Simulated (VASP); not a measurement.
Input of a VASP 6.6.1 run:

The input INCAR:

```
SYSTEM = Al
ALGO = Normal
EDIFF = 1E-7
ENCUT = 520
GGA = PE
ISIF = 2
ISMEAR = 0
LASPH = .TRUE.
LCHARG = .FALSE.
LREAL = .FALSE.
LWAVE = .FALSE.
NELM = 60
PREC = Accurate
SIGMA = 0.1
```

File KPOINTS:

```
k-points
0
G
  6 6 6
  0 0 0
```

The input POSCAR:

```
Al                                      
1.0
    0.0000000000      2.0445016811      2.0445016811
    2.0445016811      0.0000000000      2.0445016811
    2.0445016811      2.0445016811      0.0000000000
  Al            
     1
Direct
     0.0000000000000000    0.0000000000000000    0.0000000000000000
```

Potentials or basis: VASP PAW PBE potentials, release 64 (Al).

Command:

```bash
$ cat potpaw_PBE.64/Al/POTCAR > POTCAR
$ mpirun -np 1 vasp_std > vasp.out
```

(1) Predict the band gap on the k mesh.

(2) Predict the pressure.

## Answers

(1) none (metal or under the smearing width).

(2) -2.1 GPa.

Caveat: the k mesh is coarse (spacing up to 0.44 Å⁻¹), so the values aren't converged.
